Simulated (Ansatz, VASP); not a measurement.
# Cross-check of CdS (Hawleyite) between VASP and Ansatz

One calculation is typed for both programs; each brings its own data sets and cutoff. How far apart do they land?

Main program and level: Ansatz 0.2.0; plane waves, with VASP 6.6.1 beside it; single point at PBEsol, single point at LDA and single point at r2SCAN.

## (1) The structure

The structure is cubic, space group F-43m (No. 216). The conventional cell has a = 5.833 Å, b = 5.833 Å, c = 5.833 Å, α = 90.00°, β = 90.00°, γ = 90.00°. Nearest to Cd lie 4 S at 2.53 Å. Nearest to S lie 4 Cd at 2.53 Å. Farther neighbours and most contacts between anions are not listed.

## (2) Ansatz: single point, PBEsol

Ansatz runs on its default PAW (the set named soft_2) files.

With cell and atoms fixed, the geometry can't cause a difference; cores, projectors, grids and the points listed under the comparison can.

input.yaml reads:

```yaml
crystal:
  lattice:
    - [0.0, 2.9165, 2.9165]
    - [2.9165, 0.0, 2.9165]
    - [2.9165, 2.9165, 0.0]
  atoms:
    - { symbol: Cd, position: [0.0, 0.0, 0.0] }
    - { symbol: S, position: [0.75, 0.75, 0.75] }
hamiltonian:
  xc: pbesol
  pseudopotentials: { kind: paw }
kpoints:
  mp_grid: { grid: [6, 6, 6] }
scf:
  occupations: { method: gaussian, width: 0.05 }
  n_extra_bands: 4
output:
  forces: true
  stress: true
  eigenvalues: true
```

On the command line:

```
$ ansatz run input.yaml --threads 2 --pin off --max-ram 4608MiB --backend cpu --events-out ev --progress --plain --runs-dir out
```

Numbers of over 12 decimals in the logs are rounded to 6 here.

The program printed:

```text
scf.n_extra_bands = 4 over 13 filled bands (N_el = 26.0): the run solves 17 bands
Engine: ansatz 0.2.0, aarch64-unknown-linux-gnu
Pseudopotentials: kind: paw
Pseudopotential: Cd, paw, valence charge 20, recommended cutoff 420 eV (normal), Cd.paw.azcp
Pseudopotential: S, paw, valence charge 6, recommended cutoff 420 eV (normal), S.paw.azcp
Functional definition: PBEsol
  exchange = pbesol_x
  correlation = pbesol_c
Crystal: 2 atoms, lattice volume = 49.615 Å³
Basis set: ecut = 420 eV, 941 PW (Γ), exchange–correlation on 60×60×60 points (8 copies of the dense FFT grid, shifted against one another)
Bands: 17, of which v1, the nominal top of the filled ones, is band 13 counted from 1 (12 counted from 0)
Symmetry: 24 space group operations
Space group: F-43m (ITA 216), of the structure as read, at distance tolerance 3.7e-5 Å
k-points: 16 of 216 (time reversal used)
Non-local potential: Cd, projectors of the file, l = 0: 3, l = 1: 2, l = 2: 2, l = 3: 1
Non-local potential: S, projectors of the file, l = 0: 2, l = 1: 2, l = 2: 2
PAW form: soft (Blöchl's): semilocal exchange-correlation on the pseudo side does not see the compensation charge
PAW frozen core: Cd, regenerated for the run's functional, and the local potential with it (the file was generated under x = pbe(κ = 0.804, μ = 0.219515), c = pbe(β = 0.066725))
PAW frozen core: S, regenerated for the run's functional, and the local potential with it (the file was generated under x = pbe(κ = 0.804, μ = 0.219515), c = pbe(β = 0.066725))
PAW one-centre angular grid: Cd, 590 points (default); XC on 64 Gauss nodes
PAW one-centre angular grid: S, 110 points (default); XC on 64 Gauss nodes
Initial density: superposition of atomic densities (neutral atoms: chi_scale 0, normalization atom), corrected by the library's trained network
Initial wavefunctions: pseudopotential atomic-orbital guess
Functional: x = pbesol(κ = 0.804, μ = 0.123457), c = pbesol(β = 0.046)
SCF iter   1: F=—  HF=-9070.225490 eV  |F-HF|=—  |Δ(HF+E_count)|=         —  Δρ=5.20e-3  dr2=1.80e-2  ethr=1.77e-3  ⟨swp⟩=5.4  Hψ=1303  notcnv=0
preconditioner: auto → none  [insulator: Δε(μ)=0.934 eV  Ē_g=12.226 eV  σ=0.050 eV  W_gap=1.00  n_scr=14 (ndim 8)  ℏωp=22.4 eV  f_vac=0.128  D(μ)=0.00/eV (n_scr^D=0)  ε∞_Penn≈4.3]
SCF iter   2: F=—  HF=-9070.220328 eV  |F-HF|=—  |Δ(HF+E_count)|=   5.16e-3  Δρ=1.06e-3  dr2=3.05e-4  ethr=6.91e-5  ⟨swp⟩=2.6  Hψ=608  notcnv=0
SCF iter   3: F=—  HF=-9070.220309 eV  |F-HF|=—  |Δ(HF+E_count)|=   1.84e-5  Δρ=4.83e-4  dr2=5.84e-5  ethr=1.17e-6  ⟨swp⟩=2.0  Hψ=410  notcnv=0
SCF iter   4: F=—  HF=-9070.220337 eV  |F-HF|=—  |Δ(HF+E_count)|=   2.72e-5  Δρ=2.28e-4  dr2=2.26e-5  ethr=2.25e-7  ⟨swp⟩=2.1  Hψ=403  notcnv=0
SCF iter   5: F=—  HF=-9070.220332 eV  |F-HF|=—  |Δ(HF+E_count)|=   4.42e-6  Δρ=2.02e-5  dr2=1.48e-7  ethr=8.70e-8  ⟨swp⟩=2.1  Hψ=417  notcnv=0
SCF iter   6: F=-9070.220332 eV  HF=-9070.220332 eV  |F-HF|=9.71e-9  |Δ(HF+E_count)|=   1.00e-7  Δρ=5.04e-6  dr2=8.09e-9  ethr=3.85e-10  ⟨swp⟩=5.0  Hψ=1202  notcnv=0
SCF 1 converged in 6 iterations: F = -9070.220332 eV  dr2 = 8.09e-9
  greatest PAW one-centre occupation: 1.000 electrons in one spin orbital (limit 2), on the Cd atom at site 0 (counted from 0), in its partial waves of l = 0
SCF converged after 6 iterations
Free energy (F): -9070.220332 eV
Harris-Foulkes:  -9070.220332 eV  (|F-HF|=9.71e-9)
Internal energy: -9070.220332 eV  (E = F + TS)
E sigma→0 (E₀):  -9070.220332 eV
Fermi energy:    7.308809 eV
--- Per-component energies (eV) ---
  E_band       = -508.960219
  E_kinetic    = 611.244495
  E_local      = -4012.844296  (includes V_loc(G=0)·N_el)
  E_nonlocal   = 65.415741
  E_hartree    = 1839.982940
  E_xc         = -271.215553
  E_vxc        = -307.929357  (∫ρ·V_xc dr)
  E_paw        = -4598.226283  (= ΣΔE_a)
  E_vpaw       = -544.818125  (= ΣTr[D̂ρ^β])
  E_aug_tail   = 0.000014  (compensation charges beyond the density's cutoff)
  E_ewald      = -2704.981299
  E_core_change = 0.403909  (= ΣΔE_core)
  E_smearing   = -0.000000  (= −TS)
  E_closure    = -0.000000  (closes the sum)
  Σ components = -9070.220332   (vs F -9070.220332, Δ=0.00e0)
--- Forces (eV/Å), atoms counted from 1 ---
  atom   1  Cd    -0.00000000     0.00000000    -0.00000000
  atom   2  S      0.00000000    -0.00000000     0.00000000
  max |Σ_I F_I| component: 1.20e-16 eV/Å
--- Stress (GPa, compression-positive) ---
       -0.262653       0.000000      -0.000000
       -0.000000      -0.262653       0.000000
        0.000000       0.000000      -0.262653
  P = ⅓ Tr σ = -0.2627 GPa (-2.627 kbar)
--- Band table (eV; the first three rows and the last of 16) ---
  k-point 0: bands = [... 9 lower, -0.4320, 6.8066, 6.8066, 6.8066, 7.8083, 13.2249, 13.2249, 13.2249]
  k-point 1: bands = [... 9 lower, -0.4329, 5.2578, 6.5980, 6.5980, 9.0007, 12.8679, 13.5437, 13.5437]
  k-point 2: bands = [... 9 lower, -0.4154, 3.3475, 6.2194, 6.2194, 9.6587, 13.3811, 13.7715, 13.7715]
  k-point 15: bands = [... 9 lower, 0.1589, 2.8337, 4.5883, 4.6579, 11.3866, 11.8289, 14.8544, 15.0157]
```

Run time: 1.4 s. Hardware: 2 threads of Arm Neoverse N1, shared host; peak memory 0.29 GiB; 2.4 s of CPU time.

The run ends at a pressure of -0.26 GPa.

## (3) VASP: single point, PBEsol

The same cell, functional, mesh and smearing now go to VASP, with its own data sets and cutoff.

Lines of VASP's logs that name or quote its potential files are left out, and so is its time.

INCAR reads:

```
SYSTEM = CdS
PREC = Accurate
ENCUT = 400
EDIFF = 1E-05
NELM = 100
ISMEAR = 0
SIGMA = 0.05
LREAL = .FALSE.
ALGO = Normal
GGA = PS
NBANDS = 15
LORBIT = 11
LWAVE = .FALSE.
LCHARG = .FALSE.
KPAR = 4
```

POSCAR reads:

```
CdS
1.0
    0.0000000000      2.9165000000      2.9165000000
    2.9165000000      0.0000000000      2.9165000000
    2.9165000000      2.9165000000      0.0000000000
Cd S
1 1
Direct
    0.0000000000      0.0000000000      0.0000000000
    0.7500000000      0.7500000000      0.7500000000
```

KPOINTS reads:

```
Automatic mesh
0
Gamma
6 6 6
0 0 0
```

PAW data sets: Cd and S (PBE family, release 64).

On the command line:

```
$ mpirun -np 4 vasp_std
```

The program printed:

```text
[banner, memory and clock lines left out]
running    4 mpi-ranks, on    1 nodes
 distrk:  each k-point on    1 cores,    4 groups
 distr:  one band on    1 cores,    1 groups

 POSCAR found type information on POSCAR CdS
 POSCAR found :  2 types and       2 ions
|                                                                             |
|               ----> ADVICE to this user running VASP <----                  |
|                                                                             |
|     You enforced a specific xc type in the INCAR file but a different       |
|     [... a line on the potential file left out ...]
|     I HOPE YOU KNOW WHAT YOU ARE DOING!                                     |
|                                                                             |

 LDA part: xc-table for (Slater+PW92), standard interpolation
 POSCAR, INCAR and KPOINTS ok, starting setup
 FFT: planning ... GRIDC
 FFT: planning ... GRID_SOFT
 FFT: planning ... GRID
 WAVECAR not read
 entering main loop
       N       E                     dE             d eps       ncg     rms          rms(c)
DAV:   1     0.897954038461E+02    0.89795E+02   -0.78017E+03   504   0.879E+02
DAV:   2    -0.373581077115E+01   -0.93531E+02   -0.88857E+02   571   0.242E+02
DAV:   3    -0.729067670811E+01   -0.35549E+01   -0.35477E+01   592   0.489E+01
DAV:   4    -0.731117907068E+01   -0.20502E-01   -0.20500E-01   641   0.367E+00
DAV:   5    -0.731143513951E+01   -0.25607E-03   -0.25607E-03   571   0.383E-01    0.781E+00
DAV:   6    -0.683208375711E+01    0.47935E+00   -0.84003E-01   719   0.129E+01    0.626E+00
DAV:   7    -0.681190920288E+01    0.20175E-01   -0.17333E-01   564   0.309E+00    0.301E+00
DAV:   8    -0.680948218194E+01    0.24270E-02   -0.18105E-02   571   0.180E+00    0.252E-01
DAV:   9    -0.680919262647E+01    0.28956E-03   -0.23727E-03   564   0.768E-01    0.514E-02
DAV:  10    -0.680923124875E+01   -0.38622E-04   -0.23563E-04   599   0.190E-01    0.594E-02
DAV:  11    -0.680926882199E+01   -0.37573E-04   -0.56198E-05   550   0.733E-02    0.179E-02
DAV:  12    -0.680926775672E+01    0.10653E-05   -0.20072E-05   530   0.553E-02
   1 F= -.68092678E+01 E0= -.68092678E+01  d E =-.407146E-11
```

OUTCAR, selected parts (step 3):

```text
ion  position               nearest neighbor table
   1  0.000  0.000  0.000-   2 2.53   2 2.53   2 2.53   2 2.53
   2  0.750  0.750  0.750-   1 2.53   1 2.53   1 2.53   1 2.53

  LATTYP: Found a face centered cubic cell.
 ALAT       =     5.8330000000

 Subroutine GETGRP returns: Found 24 space group operations
 (whereof 24 operations were pure point group operations)

The static configuration has the point symmetry T_d .

 Found     16 irreducible k-points:

   k-points           NKPTS =     16   k-points in BZ     NKDIM =     16   number of bands    NBANDS=     15

   dimension x,y,z NGX =    28 NGY =   28 NGZ =   28
   dimension x,y,z NGXF=    56 NGYF=   56 NGZF=   56

   ENCUT  =  400.0 eV  29.40 Ry    5.42 a.u.   6.73  6.73  6.73*2*pi/ulx,y,z

   NELECT =      18.0000    total number of electrons

 k-points in reciprocal lattice and weights: Automatic mesh
   0.00000000  0.00000000  0.00000000       0.005
   0.16666667  0.00000000  0.00000000       0.037
   0.33333333  0.00000000  0.00000000       0.037
   0.50000000  0.00000000  0.00000000       0.019
   0.16666667  0.16666667  0.00000000       0.028
   0.33333333  0.16666667  0.00000000       0.111
   0.50000000  0.16666667  0.00000000       0.111
  -0.33333333  0.16666667  0.00000000       0.111
  -0.16666667  0.16666667  0.00000000       0.056
[...]
-0.33333333  0.33333333  0.16666667       0.111
  -0.33333333  0.50000000  0.16666667       0.056

 average (electrostatic) potential at core
       1 -39.1773       2 -89.2987

 E-fermi :   1.4303

 k-point     1 :       0.0000    0.0000    0.0000
  band No.  band energies     occupation
    ...
      5      -6.0266      2.00000
      6      -6.0266      2.00000
      7       1.2160      2.00000
      8       1.2160      2.00000
      9       1.2160      2.00000
     10       2.2200      0.00000
     11       7.6571      0.00000
     12       7.6571      0.00000
     13       7.6571      0.00000
     14      12.4190      0.00000
    ...

 k-point     2 :       0.1667    0.0000    0.0000
  band No.  band energies     occupation
    ...
      5      -6.0281      2.00000
      6      -6.0281      2.00000
      7      -0.3390      2.00000
      8       1.0065      2.00000
      9       1.0065      2.00000
     10       3.4157      0.00000
     11       7.3038      0.00000
     12       7.9784      0.00000
     13       7.9784      0.00000
     14      11.8288      0.00000
    ...

 k-point     3 :       0.3333    0.0000    0.0000
  band No.  band energies     occupation
    ...
      5      -6.0102      2.00000
      6      -6.0102      2.00000
      7      -2.2529      2.00000
      8       0.6270      2.00000
      9       0.6270      2.00000
     10       4.0700      0.00000
     11       7.8223      0.00000
     12       8.2043      0.00000
     13       8.2043      0.00000
     14      12.0138      0.00000
    ...

  Total       -0.0774279     -0.0774279     -0.0774279      0.0000000      0.0000000     -0.0000000
  in kB       -2.5002987     -2.5002987     -2.5002987      0.0000000      0.0000000     -0.0000000
  external PRESSURE =      -2.5002987 kB  Pullay stress =       0.0000000 kB

  energy-cutoff  :      400.00
  volume of cell :       49.62
      direct lattice vectors                 reciprocal lattice vectors
     0.000000000  2.916500000  2.916500000    -0.171438368  0.171438368  0.171438368
     2.916500000  0.000000000  2.916500000     0.171438368 -0.171438368  0.171438368
     2.916500000  2.916500000  0.000000000     0.171438368  0.171438368 -0.171438368

 POSITION                                       TOTAL-FORCE (eV/Angst)
 -----------------------------------------------------------------------------------
      0.00000      0.00000      0.00000         0.000000      0.000000      0.000000
      4.37475      4.37475      4.37475        -0.000000     -0.000000     -0.000000
 -----------------------------------------------------------------------------------
    total drift:                                0.000001      0.000001      0.000001

  FREE ENERGIE OF THE ION-ELECTRON SYSTEM (eV)
  ---------------------------------------------------
  free  energy   TOTEN  =        -6.8092677567 eV

  energy  without entropy=       -6.8092677567  energy(sigma->0) =       -6.80926776

 total charge
# of ion       s       p       d       tot
------------------------------------------
    1        0.431   0.332   9.556  10.320
    2        1.318   2.374   0.000   3.692
--------------------------------------------------
tot          1.749   2.706   9.556  14.011

[... 3 further parts left out ...]
```

The run ends at a pressure of -0.25 GPa.

## (4) Differences

Known differences besides the potentials themselves: the data sets hold 26 valence electrons in Ansatz (default PAW (the set named soft_2) files) and 18 in VASP; the cutoff is 420 eV in Ansatz and 400 eV in VASP; Ansatz makes its cores anew for this functional, VASP keeps those of its PBE data sets; VASP leaves aspherical gradient terms in its spheres out (LASPH is not set), Ansatz keeps them. Total energies have different zeros and are not compared.

Both answers:

```
              quantity  Ansatz   VASP  difference
        pressure (GPa)   -0.26  -0.25       -0.01
gap on the k mesh (eV)   1.002  1.004      -0.002
```

A gap on the mesh is an upper bound, since the band edges may lie between its points. Ansatz's pressure holds a Pulay correction of 0.02 GPa; VASP's holds none.

## (5) VASP: single point, LDA, volume scaled by 1.015

A single point gives forces, pressure and levels at one fixed geometry, so differences don't come from the geometry; what else differs is listed under the comparison. The cell compared in this pair holds 48.80 Å³, against 49.62 Å³ for the pair before.

The input asks for a relaxation, which ended at its first step since no free force or stress exceeded the threshold; so it serves as a single point.

INCAR reads:

```
SYSTEM = CdS
PREC = Accurate
ENCUT = 500
EDIFF = 1E-06
NELM = 100
ISMEAR = 0
SIGMA = 0.03
LREAL = .FALSE.
ALGO = Normal
GGA = CA
NBANDS = 15
LORBIT = 11
LWAVE = .FALSE.
LCHARG = .FALSE.
KPAR = 4
IBRION = 2
NSW = 30
ISIF = 4
EDIFFG = -0.01
```

POSCAR reads:

```
CdS
1.0
    0.0000000000      2.9004510631      2.9004510631
    2.9004510631      0.0000000000      2.9004510631
    2.9004510631      2.9004510631      0.0000000000
Cd S
1 1
Direct
    0.0000000000      0.0000000000      0.0000000000
    0.7500000000      0.7500000000      0.7500000000
```

KPOINTS is that of step 3.

Potentials, in the order of the species: Cd and S (LDA family, release 64).

On the command line:

```
$ mpirun -np 4 vasp_std
```

The program printed:

```text
[banner, memory and clock lines left out]
running    4 mpi-ranks, on    1 nodes
[...]
LDA part: xc-table for (Slater(with rela. corr.)+CA(PZ))
 , standard interpolation
 POSCAR, INCAR and KPOINTS ok, starting setup
[...]
entering main loop
       N       E                     dE             d eps       ncg     rms          rms(c)
DAV:   1     0.101056395777E+03    0.10106E+03   -0.89340E+03   512   0.107E+03
DAV:   2    -0.379110701666E+01   -0.10485E+03   -0.99345E+02   578   0.260E+02
DAV:   3    -0.789099599445E+01   -0.40999E+01   -0.40911E+01   613   0.533E+01
DAV:   4    -0.791837571597E+01   -0.27380E-01   -0.27377E-01   564   0.427E+00
[...]
DAV:  11    -0.740232901163E+01   -0.11486E-04   -0.40906E-05   571   0.656E-02    0.149E-02
DAV:  12    -0.740232379363E+01    0.52180E-05   -0.19285E-05   732   0.601E-02    0.623E-03
DAV:  13    -0.740232390600E+01   -0.11237E-06   -0.13129E-06   459   0.904E-03
   1 F= -.74023239E+01 E0= -.74023239E+01  d E =-.740232E+01
[...]
reached required accuracy - stopping structural energy minimisation
```

OUTCAR, selected parts (step 5):

```text
  Total       -0.2981407     -0.2981407     -0.2981407      0.0000000     -0.0000000      0.0000000
  in kB       -9.7882551     -9.7882551     -9.7882551      0.0000000     -0.0000000      0.0000000
  external PRESSURE =      -9.7882551 kB  Pullay stress =       0.0000000 kB

 POSITION                                       TOTAL-FORCE (eV/Angst)
 -----------------------------------------------------------------------------------
      0.00000      0.00000      0.00000        -0.000000     -0.000000     -0.000000
      4.35068      4.35068      4.35068         0.000000      0.000000      0.000000
 -----------------------------------------------------------------------------------
    total drift:                                0.000000      0.000000      0.000000

  FREE ENERGIE OF THE ION-ELECTRON SYSTEM (eV)
  ---------------------------------------------------
  free  energy   TOTEN  =        -7.4023239060 eV

  energy  without entropy=       -7.4023239060  energy(sigma->0) =       -7.40232391

 reached required accuracy - stopping structural energy minimisation

[... 1 part as in an earlier step ...]

[... 2 further parts left out ...]
[key lines of the parts left out:]
E-fermi :   1.4688
```

The run keeps the 24 symmetry operations of its start, so it cannot find a distortion of lower symmetry.

## (6) Ansatz: single point, LDA, volume scaled by 1.015

The same cell, functional (in two slightly different forms), mesh and smearing now go to Ansatz, which takes its cutoff from its data sets.

The cell is a member of a volume series, scaled by 1.015 from a relaxed one, so a pressure remains.

input.yaml, the sections that differ from step 2:

```yaml
crystal:
  lattice:
    - [0.0, 2.90045106, 2.90045106]
    - [2.90045106, 0.0, 2.90045106]
    - [2.90045106, 2.90045106, 0.0]
  atoms:
    - { symbol: Cd, position: [0.0, 0.0, 0.0] }
    - { symbol: S, position: [0.75, 0.75, 0.75] }
hamiltonian:
  xc: lda
  pseudopotentials: { kind: paw }
scf:
  occupations: { method: gaussian, width: 0.03 }
  n_extra_bands: 4
# kpoints, output: as in step 2
```

On the command line:

```
$ ansatz run input.yaml --threads 2 --pin off --max-ram 4608MiB --backend cpu --events-out ev --progress --plain --runs-dir out
```

The program printed:

```text
[...]
Crystal: 2 atoms, lattice volume = 48.801 Å³
Basis set: ecut = 420 eV, 941 PW (Γ)
Bands: 17, of which v1, the nominal top of the filled ones, is band 13 counted from 1 (12 counted from 0)
Symmetry: 24 space group operations
[...]
k-points: 16 of 216 (time reversal used)
[...]
--- Band table (eV; the first three rows and the last of 16) ---
  k-point 0: bands = [... 9 lower, -0.4493, 6.8687, 6.8687, 6.8687, 7.7657, 13.1991, 13.1991, 13.1991]
  k-point 1: bands = [... 9 lower, -0.4504, 5.2648, 6.6515, 6.6515, 8.9860, 12.8447, 13.5253, 13.5253]
  k-point 2: bands = [... 9 lower, -0.4322, 3.3062, 6.2584, 6.2584, 9.6255, 13.3814, 13.7637, 13.7637]
  k-point 15: bands = [... 9 lower, 0.1701, 2.7663, 4.5615, 4.6458, 11.3666, 11.8398, 14.8633, 15.0119]
[key lines of the parts left out:]
SCF converged after 6 iterations
Free energy (F): -8988.636593 eV
Fermi energy:    7.317743 eV
P = ⅓ Tr σ = -1.4759 GPa (-14.759 kbar)
```

Run time: 1.4 s. Hardware: 2 threads; peak memory 0.28 GiB.

The run ends at a pressure of -1.48 GPa.

## (7) Differences

What differs besides the data sets and the points named for the pairs above, as far as they apply: the two LDA forms differ slightly; the cutoff is 420 eV in Ansatz and 500 eV in VASP; VASP's log shows a relativistic correction to its local exchange, Ansatz's none. Total energies have different zeros and are not compared.

Both answers:

```
              quantity  Ansatz   VASP  difference
        pressure (GPa)   -1.48  -0.98       -0.50
gap on the k mesh (eV)   0.897  0.926      -0.029
```

A gap on the mesh is an upper bound, since the band edges may lie between its points.

[end of part 1 of 2]

[Lines on the potential files, build, host, timing and source positions are cut from VASP's logs without a mark.]

[Logs are printed without paths, hosts, clocks, repeated set-up lines and the standing remarks that a program may print on its own settings, such as how far it seeks lower states.]

[Hosts, paths, dates, database ids (printed as entryN), source tags and the programs' standing remarks are cut or masked in the printed files.]
